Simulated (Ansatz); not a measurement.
# A defect in a wire: Ir wire along [110], 4 atoms a period, Pt in place of one Ir, part 2 of 3

Aim: how much does this defect scatter, and at which energies?

Ansatz 0.2.0; DFT PBE, plane waves, PAW; relaxation of a wire's period (the session's first sound run).

So far. Step 2 (Relaxation of atoms and period): The cell's length comes to 2.581 Å with no moment.

### 3. The wire at its relaxed period

This step: DFT PBE, plane waves, PAW; channels and complex bands of a perfect wire (Ansatz 0.2.0).

At the relaxed period the Bloch states of the perfect wire are found at each energy: those that move forward count the open channels, and those that decay describe how a disturbance dies away inside the wire itself. An energy step of 0.035 eV is under the 0.039 eV that the program asks for its thermal average at 300 K.

Contents of input.yaml:

```yaml
crystal:
  lattice:
    - [10.67, 0.0, 0.0]
    - [0.0, 9.537, 0.0]
    - [0.0, 0.0, 2.5810678653]
  atoms:
    - { symbol: Ir, position: [0.322746706, 0.499973956, 0.0] }
    - { symbol: Ir, position: [0.677253294, 0.499973956, 0.0] }
    - { symbol: Ir, position: [0.5, 0.369503339, 0.5] }
    - { symbol: Ir, position: [0.5, 0.630444573, 0.5] }
kpoints:
  mp_grid: { grid: [1, 1, 31] }
scf:
  occupations: { method: fermi_dirac, width: 0.05 }
hamiltonian:
  xc: pbe
output:
  transmission:
    e_range: [-1.26, 1.26]
    de: 0.035
    kmesh: [1, 1]
    reduced_basis: true
    leads: [[0, 0]]
basis:
  ecutwfc: "350 eV"
```

Started as:

```
> ansatz run input.yaml --threads 4 --pin off --max-ram 16384MiB --backend cpu --events-out ev --progress --plain --runs-dir out
```

Numbers of over 12 decimals in the logs are rounded to 6 here.

Log:

```text
Warning: basis.ecutwfc = 350 eV is below the records' recommended 420 eV, and the density's cutoff is lower with it unless basis.ecutrho_ratio is high enough to keep the records' density cutoff: compare with a run at a higher cutoff
[...]
Crystal: 4 atoms, lattice volume = 262.649 Å³
Basis set: ecut = 350 eV, 3871 PW (Γ)
Bands: 41, of which v1, the nominal top of the filled ones, is band 34 counted from 1 (33 counted from 0)
Symmetry: 8 space group operations
[...]
k-points: 16 of 31
[...]
SCF iter   1: F=—  HF=-47733.674362 eV  |F-HF|=—  |Δ(HF+E_count)|=         —  Δρ=1.21e-2  dr2=1.27e0  ethr=1.77e-3  ⟨swp⟩=8.1  Hψ=2957  notcnv=0  defer=2
[...]
SCF iter   9: F=-47733.548847 eV  HF=-47733.548847 eV  |F-HF|=5.17e-9  |Δ(HF+E_count)|=   8.93e-9  Δρ=1.65e-6  dr2=1.02e-8  ethr=1.47e-10  ⟨swp⟩=6.6  Hψ=1592  notcnv=0
SCF 1 converged in 9 iterations: F = -47733.548847 eV  dr2 = 1.02e-8
[...]
transmission: 3 of 18 steps passed
transmission: 6 of 18 steps passed
[...]
transmission: 18 of 18 steps passed
SCF converged after 9 iterations
Free energy (F): -47733.548847 eV
[...]
Internal energy: -47733.503936 eV  (E = F + TS)
E sigma→0 (E₀):  -47733.526391 eV
Entropy (-TS):   -0.044911 eV (-11.228 meV/atom)
Fermi energy:    1.591691 eV
[...]
--- Band table (eV; the first three rows and the last of 16) ---
  k-point 0: bands = [... 30 lower, 0.4392, 0.8094, 0.8317, 1.0893, 1.1566, 2.2026, 2.3077, 2.3230, ... 3 higher]
  k-point 1: bands = [... 30 lower, 0.5036, 0.6499, 0.8710, 1.0837, 1.3148, 1.9926, 2.1735, 2.5478, ... 3 higher]
  k-point 2: bands = [... 30 lower, 0.3890, 0.6068, 0.9777, 1.0714, 1.5654, 1.6639, 2.0946, 2.1869, ... 3 higher]
  k-point 15: bands = [... 30 lower, 0.7486, 0.9761, 1.7654, 1.8336, 2.4910, 2.5942, 4.8025, 5.0280, ... 3 higher]
--- Transmission ---
  basis      : 745 plane waves across, 3 finite elements along
  points     : 1, standing for a mesh of 1 x 1
  filling    : by the input's occupations and mesh, since the crystals that have channels conduct as metals do. If one of these is a semiconductor, that mesh has misplaced its level
  energies   : 73 from -1.260000 to 1.260000 eV about the Fermi level, 0.035000 eV apart; the leads are filled to 0.000000 eV, and channels, transmission and decay are at 0.000000 eV
  crystal 0  : Ir4, at the sites [0, 0], period 2.5811 Å: whole cells are its period
    offset         : up to 0.0000 Å between an atom of the period and one for which it stands
    filled         : 10.8 meV over the level at which it is neutral
    channels       : 5.000000e0 a spin
    conductance    : 3.9475e14 S/m² at 300 K; may be off by some 0.0 % by where its bands' edges are placed, 1.4 % from the distance to neutral
```

Run time: 91 s. Hardware: 4 threads of Arm Neoverse V1, shared host; peak memory 1.2 GiB; 5.4 min of CPU time.

In the SCF lines HF is the Harris–Foulkes energy and dr2 the Hartree energy of the density residual, in eV; the loop may stop once dr2 is under the threshold and the program's other checks hold. Hψ counts applications of the Hamiltonian.

Numbers from this step:

* energy at zero smearing: -47733.5264 eV
* channels at the energy nearest the Fermi level, one spin: 5
* conductance of the lead as this run defines it: 5.184 G₀
* band gap: 0 eV

Open channels of the lead, one spin against energy, zero at the Fermi level:

energy (eV), open channels of the lead, one spin and a bar from the least value:
```
    -1.26        6.0 ###############
    -1.19        6.0 ###############
    -1.12        7.0 ####################
    -1.05        7.0 ####################
    -0.98        6.0 ###############
    -0.91        5.0 ##########
    -0.84        5.0 ##########
    -0.77        3.0 
    -0.70        4.0 #####
    -0.63        4.0 #####
    -0.59        3.0 
    -0.53        3.0 
    -0.46        4.0 #####
    -0.39        5.0 ##########
    -0.32        5.0 ##########
    -0.24        5.0 ##########
    -0.17        5.0 ##########
    -0.10        7.0 ####################
    -0.04        5.0 ##########
     0.00        5.0 ##########
     0.04        5.0 ##########
     0.10        5.0 ##########
     0.17        8.0 #########################
     0.24        9.0 ##############################
     0.32        9.0 ##############################
     0.39        9.0 ##############################
     0.46        9.0 ##############################
     0.53        9.0 ##############################
     0.59        9.0 ##############################
     0.63        8.0 #########################
     0.70        8.0 #########################
     0.77        8.0 #########################
     0.84        8.0 #########################
     0.91        7.0 ####################
     0.98        7.0 ####################
     1.05        6.0 ###############
     1.12        6.0 ###############
     1.19        6.0 ###############
     1.26        5.0 ##########
```

The slowest values at each energy, most degenerate partners merged, listed up to 1.5 1/Å. The Im kz of the slowest decaying states by energy, zero at the Fermi level:

| energy (eV) | decay 1 (Å⁻¹) | decay 2 (Å⁻¹) | decay 3 (Å⁻¹) | decay 4 (Å⁻¹) |
| --- | --- | --- | --- | --- |
| -1.190 | 0.0507 | 0.139 | 0.140 | 0.173 |
| -1.085 | 0.130 | 0.145 | 0.164 | 0.194 |
| -1.015 | 0.101 | 0.120 | 0.174 | 0.180 |
| -0.910 | 0.0580 | 0.0596 | 0.143 | 0.171 |
| -0.805 | 0.0812 | 0.0904 | 0.110 | 0.118 |
| -0.700 | 0.0412 | 0.138 | 0.162 | 0.164 |
| -0.595 | 0.0487 | 0.0766 | 0.117 | 0.155 |
| -0.490 | 0.0311 | 0.166 | 0.181 | 0.211 |
| -0.385 | 0.171 | 0.237 | 0.242 | 0.274 |
| -0.315 | 0.171 | 0.258 | 0.282 | 0.282 |
| -0.210 | 0.166 | 0.172 | 0.287 | 0.288 |
| -0.105 | 0.153 | 0.274 | 0.283 | 0.322 |
| 0.000 | 0.0638 | 0.127 | 0.244 | 0.266 |
| 0.105 | 0.0674 | 0.0744 | 0.183 | 0.227 |
| 0.210 | 0.0516 | 0.123 | 0.124 | 0.355 |
| 0.315 | 0.0134 | 0.283 | 0.365 | 0.454 |
| 0.385 | 0.177 | 0.352 | 0.371 | 0.442 |
| 0.490 | 0.298 | 0.380 | 0.420 | 0.423 |
| 0.595 | 0.373 | 0.388 | 0.404 | 0.469 |
| 0.700 | 0.132 | 0.384 | 0.396 | 0.430 |
| 0.805 | 0.188 | 0.363 | 0.404 | 0.478 |
| 0.910 | 0.0114 | 0.226 | 0.340 | 0.411 |
| 1.015 | 0.0118 | 0.126 | 0.256 | 0.317 |
| 1.085 | 0.0949 | 0.163 | 0.273 | 0.300 |
| 1.190 | 0.150 | 0.208 | 0.276 | 0.295 |

By hand: the program gives 3.9475 × 10^14 S/m² over the cell's cross-section of 101.76 Å² = 1.018 × 10^-18 m², so one cell conducts 4.017 × 10^-4 S. Divided by G0 = 2e²/h = 7.748 × 10^-5 S this is 5.18 G0, a resistance of 2.49 kΩ.

At the computed energy nearest the Fermi level there are 5 channels a spin, and the thermal average gives 5.18 G₀.

### 4. Relaxing the junction

This step: DFT PBE, plane waves, PAW; relaxation of a junction in a wire, ends held (Ansatz 0.2.0).

System of this step: Ir wire along [110], 4 atoms a period, Pt in place of one Ir. The cell holds 36 atoms: 35 Ir and 1 Pt. Its edges and angles: a = 10.670 Å, b = 9.537 Å, c = 23.230 Å, α = 90.0°, β = 90.0°, γ = 90.0°. Regions: held atoms, 24 atoms (24 Ir); free atoms, 12 atoms (11 Ir and 1 Pt). Vacuum lies along a and b. The structure's axis is c.

12 atoms at the defect are free to relax, while 24 stay where the perfect wire has them, so that the ends still repeat as a lead. The cutoff is set under the files' recommended one to save time.

Contents of input.yaml:

```yaml
crystal:
  lattice:
    - [10.67, 0.0, 0.0]
    - [0.0, 9.537, 0.0]
    - [0.0, 0.0, 23.2296107881]
  atoms:
    - { symbol: Ir, position: [0.322746706, 0.499973956, 0.0] }
    - { symbol: Ir, position: [0.677253294, 0.499973956, 0.0] }
    - { symbol: Ir, position: [0.5, 0.369503339, 0.055555556] }
    - { symbol: Ir, position: [0.5, 0.630444573, 0.055555556] }
    - { symbol: Ir, position: [0.322746706, 0.499973956, 0.111111111] }
    - { symbol: Ir, position: [0.677253294, 0.499973956, 0.111111111] }
    - { symbol: Ir, position: [0.5, 0.369503339, 0.166666667] }
    - { symbol: Ir, position: [0.5, 0.630444573, 0.166666667] }
    - { symbol: Ir, position: [0.322746706, 0.499973956, 0.222222222] }
    - { symbol: Ir, position: [0.677253294, 0.499973956, 0.222222222] }
    - { symbol: Ir, position: [0.5, 0.369503339, 0.277777778] }
    - { symbol: Ir, position: [0.5, 0.630444573, 0.277777778] }
    - { symbol: Ir, position: [0.322746706, 0.499973956, 0.333333333] }
    - { symbol: Ir, position: [0.677253294, 0.499973956, 0.333333333] }
    - { symbol: Ir, position: [0.5, 0.369503339, 0.388888889] }
    - { symbol: Ir, position: [0.5, 0.630444573, 0.388888889] }
    - { symbol: Ir, position: [0.322746706, 0.499973956, 0.444444444] }
    - { symbol: Ir, position: [0.677253294, 0.499973956, 0.444444444] }
    - { symbol: Ir, position: [0.5, 0.369503339, 0.5] }
    - { symbol: Pt, position: [0.5, 0.630444573, 0.5], spin: 0.6 }
    - { symbol: Ir, position: [0.322746706, 0.499973956, 0.555555556] }
    - { symbol: Ir, position: [0.677253294, 0.499973956, 0.555555556] }
    - { symbol: Ir, position: [0.5, 0.369503339, 0.611111111] }
    - { symbol: Ir, position: [0.5, 0.630444573, 0.611111111] }
    - { symbol: Ir, position: [0.322746706, 0.499973956, 0.666666667] }
    - { symbol: Ir, position: [0.677253294, 0.499973956, 0.666666667] }
    - { symbol: Ir, position: [0.5, 0.369503339, 0.722222222] }
    - { symbol: Ir, position: [0.5, 0.630444573, 0.722222222] }
    - { symbol: Ir, position: [0.322746706, 0.499973956, 0.777777778] }
    - { symbol: Ir, position: [0.677253294, 0.499973956, 0.777777778] }
    - { symbol: Ir, position: [0.5, 0.369503339, 0.833333333] }
    - { symbol: Ir, position: [0.5, 0.630444573, 0.833333333] }
    - { symbol: Ir, position: [0.322746706, 0.499973956, 0.888888889] }
    - { symbol: Ir, position: [0.677253294, 0.499973956, 0.888888889] }
    - { symbol: Ir, position: [0.5, 0.369503339, 0.944444444] }
    - { symbol: Ir, position: [0.5, 0.630444573, 0.944444444] }
magnetization:
  spin_polarized: true
kpoints:
  mp_grid: { grid: [1, 1, 2] }
scf:
  occupations: { method: fermi_dirac, width: 0.1 }
hamiltonian:
  xc: pbe
relax:
  constraints:
    - { sites: [0, 1, 2, 3, 4, 5, 6, 7, 8, 9, 10, 11, 24, 25, 26, 27, 28, 29, 30, 31, 32, 33, 34, 35] }
  f_tol: 0.06
  max_steps: 35
basis:
  ecutwfc: "350 eV"
```

Log:

```text
[...]
Warning: crystal.symmetry: narrowed to the stabiliser of the relax constraints — unitary ops 4 → 2; lowered at sites 12, 13, 24, 25 (the operations that carried what is held of a site onto what its image site leaves free; the constrained walk keeps no symmetry that its constraints do not admit)
[...]
Crystal: 36 atoms, lattice volume = 2363.840 Å³
Basis set: ecut = 350 eV, 35179 PW (Γ), exchange–correlation on 144×120×288 points (8 copies of the dense FFT grid, shifted against one another)
Bands: 369, of which v1, the nominal top of the filled ones, is band 307 counted from 1 (306 counted from 0)
Symmetry: 2 space group operations
k-points: 2
[...]
Starting moments: Σ|m| = 0.6 μB on 1 of 36 sites
[...]
SCF iter   1: F=—  HF=-430201.045994 eV  |F-HF|=—  |Δ(HF+E_count)|=         —  Δρ=1.62e-2 (↑1.62e-2 ↓1.59e-2)  dr2=5.77e1  dr2_m=2.26e-2  M=0.585 μB ∫|m|=0.773 μB  β_m=0.30  ethr=3.10e-3  ⟨swp⟩=8.0  Hψ=6244  notcnv=0  defer=26
[...]
SCF iter  17: F=-430190.340654 eV  HF=-430190.340654 eV  |F-HF|=2.03e-7  |Δ(HF+E_count)|=   1.15e-6  Δρ=4.38e-6 (↑4.38e-6 ↓4.31e-6)  dr2=1.16e-7  dr2_m=3.92e-7  M=0.003 μB ∫|m|=0.024 μB  ethr=3.18e-10  ⟨swp⟩=2.5  Hψ=2724  notcnv=0
[...]
SCF 1 converged in 17 iterations: F = -430190.340654 eV  dr2 = 1.16e-7
[...]
relax step   1: F+E_penalty+E_count = -430190.34065390 eV  Δ(F+E_penalty+E_count) = +0.000e0 eV  max|allowed force component| = 2.500e0 eV/Å  Δτ_max = 0.0000 Å  (17 SCF iters, dr2 threshold 9.00e-5 eV, accepted)
[...]
SCF iter   8: F=-430190.572564 eV  HF=-430190.572566 eV  |F-HF|=1.94e-6  |Δ(HF+E_count)|=   3.13e-6  Δρ=4.77e-6 (↑4.13e-6 ↓4.77e-6)  dr2=2.70e-6  dr2_m=1.49e-7  M=0.006 μB ∫|m|=0.014 μB  ethr=2.95e-9  ⟨swp⟩=1.8  Hψ=4384  notcnv=0
[...]
SCF 2 converged in 8 iterations: F = -430190.572564 eV  dr2 = 2.70e-6
relax step   2: F+E_penalty+E_count = -430190.57256374 eV  Δ(F+E_penalty+E_count) = -2.319e-1 eV  max|allowed force component| = 3.540e-1 eV/Å  Δτ_max = 0.1948 Å  (8 SCF iters, dr2 threshold 1.00e-4 eV, accepted)
SCF iter   1: F=—  HF=-430190.618926 eV  |F-HF|=—  |Δ(HF+E_count)|=         —  Δρ=1.15e-3 (↑1.15e-3 ↓1.06e-3)  dr2=1.70e-1  dr2_m=1.83e-3  M=0.009 μB ∫|m|=0.024 μB  β_m=0.65  ethr=9.14e-4  ⟨swp⟩=3.0  Hψ=2644  notcnv=0  defer=32
[...]
SCF iter  10: F=-430190.609131 eV  HF=-430190.609132 eV  |F-HF|=8.47e-7  |Δ(HF+E_count)|=   1.10e-7  Δρ=2.25e-6 (↑1.59e-6 ↓2.25e-6)  dr2=8.84e-7  dr2_m=3.77e-8  M=0.003 μB ∫|m|=0.005 μB  ethr=3.67e-11  ⟨swp⟩=1.0  Hψ=4238  notcnv=0
[...]
SCF 3 converged in 10 iterations: F = -430190.609131 eV  dr2 = 8.84e-7
relax step   3: F+E_penalty+E_count = -430190.60913135 eV  Δ(F+E_penalty+E_count) = -3.657e-2 eV  max|allowed force component| = 1.001e-1 eV/Å  Δτ_max = 0.0632 Å  (10 SCF iters, dr2 threshold 7.83e-6 eV, accepted)
SCF iter   1: F=—  HF=-430190.614091 eV  |F-HF|=—  |Δ(HF+E_count)|=         —  Δρ=4.99e-4 (↑4.99e-4 ↓4.75e-4)  dr2=2.34e-2  dr2_m=2.23e-4  M=0.004 μB ∫|m|=0.008 μB  β_m=0.65  ethr=4.74e-5  ⟨swp⟩=2.0  Hψ=2598  notcnv=0  defer=32
[...]
SCF iter  14: F=-430190.613432 eV  HF=-430190.613432 eV  |F-HF|=8.09e-9  |Δ(HF+E_count)|=  6.98e-10  Δρ=1.82e-7 (↑1.43e-7 ↓1.82e-7)  dr2=8.48e-9  dr2_m=1.16e-10  M=0.000 μB ∫|m|=0.000 μB  ethr=1.00e-12  ⟨swp⟩=1.0  Hψ=4490  notcnv=0
[...]
SCF 4 converged in 14 iterations: F = -430190.613432 eV  dr2 = 8.48e-9
relax step   4: F+E_penalty+E_count = -430190.61343203 eV  Δ(F+E_penalty+E_count) = -4.301e-3 eV  max|allowed force component| = 5.396e-2 eV/Å  Δτ_max = 0.0219 Å  (14 SCF iters, accepted)
SCF converged after 14 iterations
Magnetization: 0.0002 μB (306.5001 up, 306.4999 down)
Absolute magnetization: 0.0003 μB (∫|ρ↑−ρ↓|, with the PAW one-centre terms)
[...]
Per-site moments (μB) at R_I (Å): [(1.2856340733636714e-7, 1.064690), (1.2856340747815206e-7, 1.064690), (1.4172816804482454e-6, 1.026546), (8.845306125145427e-7, 1.026546), (-5.312260743186197e-7, 1.064690), (-5.312260742717764e-7, 1.064690), (-4.243961920737018e-6, 1.026546), (-5.427924452529313e-6, 1.026546), (-1.166335149147139e-6, 1.064690), (-1.1663351490122048e-6, 1.064690), (3.1021987102227755e-6, 1.026546),  [...]
Free energy (F): -430190.613432 eV
[...]
Internal energy: -430188.699545 eV  (E = F + TS)
E sigma→0 (E₀):  -430189.656489 eV
Entropy (-TS):   -1.913887 eV (-53.164 meV/atom)
Fermi energy:    1.560511 eV
[...]
--- Forces (eV/Å), atoms counted from 1 ---
  atom   1  Ir     0.03563545    -0.00158423    -0.00343169
  atom   2  Ir    -0.03563545    -0.00158423    -0.00343169
  atom   3  Ir     0.00000000    -0.18344243    -0.00978051
  atom   4  Ir     0.00000000     0.18167693    -0.06523898
  atom   5  Ir     0.03316972    -0.00532209     0.02383885
  atom   6  Ir    -0.03316972    -0.00532209     0.02383885
  atom   7  Ir     0.00000000    -0.14580033     0.01684849
  atom   8  Ir     0.00000000     0.17752073     0.03867076
  atom   9  Ir     0.06976599    -0.01848736    -0.01156570
  atom  10  Ir    -0.06976599    -0.01848736    -0.01156570
  atom  11  Ir     0.00000000    -0.24163507     0.08415783
  atom  12  Ir     0.00000000     0.26524825    -0.03857115
  atom  13  Ir     0.00187898    -0.00339059    -0.03421364
  atom  14  Ir    -0.00187898    -0.00339059    -0.03421364
  atom  15  Ir     0.00000000    -0.02715094    -0.01950899
  atom  16  Ir     0.00000000     0.00208720    -0.00715527
  atom  17  Ir    -0.01477947     0.01751644     0.05311240
  atom  18  Ir     0.01477947     0.01751644     0.05311240
  atom  19  Ir     0.00000000    -0.03492735     0.00365450
  atom  20  Pt     0.00000000     0.01206460     0.00254044
  atom  21  Ir    -0.01177737     0.01746742    -0.05395673
  atom  22  Ir     0.01177737     0.01746742    -0.05395673
  atom  23  Ir     0.00000000    -0.02107515     0.01723650
  atom  24  Ir     0.00000000    -0.00057864     0.00391705
  atom  25  Ir     0.14991198     0.04218330    -0.06586323
  atom  26  Ir    -0.14991198     0.04218330    -0.06586323
  atom  27  Ir     0.00000000    -0.25391980    -0.01176108
  atom  28  Ir     0.00000000     0.19497849     0.06120527
  atom  29  Ir     0.04349191    -0.02058432     0.04077533
  atom  30  Ir    -0.04349191    -0.02058432     0.04077533
  atom  31  Ir     0.00000000    -0.14690175     0.00617601
  atom  32  Ir     0.00000000     0.18392209    -0.02897764
  atom  33  Ir     0.02836753    -0.00614315    -0.01045833
  atom  34  Ir    -0.02836753    -0.00614315    -0.01045833
  atom  35  Ir     0.00000000    -0.18450345     0.00422755
  atom  36  Ir     0.00000000     0.17904947     0.06588512
  max |Σ_I F_I| component: 7.63e-5 eV/Å
--- Relaxed structure (4 steps of the walk, 4 accepted, 0 SCFs on fresh bases) ---
  F+E_penalty+E_count = -430190.61343203 eV   max|allowed force component| = 5.396e-2 eV/Å
  atoms:
    - { symbol: Ir, position: [0.322747, 0.499974, 0.0] }
    - { symbol: Ir, position: [0.677253, 0.499974, 0.0] }
    - { symbol: Ir, position: [0.500000, 0.369503, 0.055556] }
    - { symbol: Ir, position: [0.500000, 0.630445, 0.055556] }
    - { symbol: Ir, position: [0.322747, 0.499974, 0.111111111] }
    - { symbol: Ir, position: [0.677253, 0.499974, 0.111111111] }
    - { symbol: Ir, position: [0.500000, 0.369503, 0.166667] }
    - { symbol: Ir, position: [0.500000, 0.630445, 0.166667] }
    - { symbol: Ir, position: [0.322747, 0.499974, 0.222222222] }
    - { symbol: Ir, position: [0.677253, 0.499974, 0.222222222] }
    - { symbol: Ir, position: [0.500000, 0.369503, 0.277777778] }
    - { symbol: Ir, position: [0.500000, 0.630445, 0.277777778] }
    - { symbol: Ir, position: [0.324012, 0.501373, 0.333930] }
    - { symbol: Ir, position: [0.675988, 0.501373, 0.333930] }
    - { symbol: Ir, position: [0.500000, 0.370607, 0.389171] }
    - { symbol: Ir, position: [0.500000, 0.634195, 0.388511] }
    - { symbol: Ir, position: [0.325968, 0.502537, 0.444985] }
    - { symbol: Ir, position: [0.674032, 0.502537, 0.444985] }
    - { symbol: Ir, position: [0.500000, 0.371602, 0.500145] }
    - { symbol: Pt, position: [0.500000, 0.659771, 0.500268] }
    - { symbol: Ir, position: [0.325943, 0.502140, 0.555400] }
    - { symbol: Ir, position: [0.674057, 0.502140, 0.555400] }
    - { symbol: Ir, position: [0.500000, 0.370098, 0.611091] }
    - { symbol: Ir, position: [0.500000, 0.633136, 0.611903] }
    - { symbol: Ir, position: [0.322747, 0.499974, 0.666667] }
    - { symbol: Ir, position: [0.677253, 0.499974, 0.666667] }
    - { symbol: Ir, position: [0.500000, 0.369503, 0.722222] }
    - { symbol: Ir, position: [0.500000, 0.630445, 0.722222] }
    - { symbol: Ir, position: [0.322747, 0.499974, 0.777778] }
    - { symbol: Ir, position: [0.677253, 0.499974, 0.777778] }
    - { symbol: Ir, position: [0.500000, 0.369503, 0.833333] }
    - { symbol: Ir, position: [0.500000, 0.630445, 0.833333] }
    - { symbol: Ir, position: [0.322747, 0.499974, 0.888888889] }
    - { symbol: Ir, position: [0.677253, 0.499974, 0.888888889] }
    - { symbol: Ir, position: [0.500000, 0.369503, 0.944444] }
    - { symbol: Ir, position: [0.500000, 0.630445, 0.944444] }
```

Run time: 8.5 min. Hardware: 4 threads; peak memory 8.4 GiB; 33 min of CPU time.

Step by step:

| step | energy less that of the first step (eV) | largest force component (eV/Å) |
| --- | --- | --- |
| 1 | 0.0000 | 2.4998 |
| 2 | -0.2319 | 0.3540 |
| 3 | -0.2685 | 0.1001 |
| 4 | -0.2728 | 0.0540 |

The atoms that moved most (Å):

| atom | dx | dy | dz | length |
| --- | --- | --- | --- | --- |
| Pt20 | 0.000 | 0.280 | 0.006 | 0.280 |
| Ir18 | -0.034 | 0.024 | 0.013 | 0.044 |
| Ir17 | 0.034 | 0.024 | 0.013 | 0.044 |
| Ir22 | -0.034 | 0.021 | -0.004 | 0.040 |
| Ir21 | 0.034 | 0.021 | -0.004 | 0.040 |
| Ir16 | 0.000 | 0.036 | -0.009 | 0.037 |
| Ir24 | 0.000 | 0.026 | 0.018 | 0.032 |
| Ir14 | -0.013 | 0.013 | 0.014 | 0.024 |

This step gave:

```
energy at zero smearing : -430189.6565 eV
```

The largest force component on a free atom ends at 0.054 eV/Å, under the limit of 0.06. Pt ends nearest to Ir at 2.61 Å, Ir at 2.61 Å, Ir at 2.71 Å, Ir at 2.71 Å, Ir at 2.71 Å, Ir at 2.71 Å and Ir at 2.75 Å.

[end of part 2 of 3]

[Logs are printed without paths, hosts, clocks, repeated set-up lines and the standing remarks that a program may print on its own settings, such as how far it seeks lower states.]

[Hosts, paths, dates, database ids (printed as entryN), source tags and the programs' standing remarks are cut or masked in the printed files.]
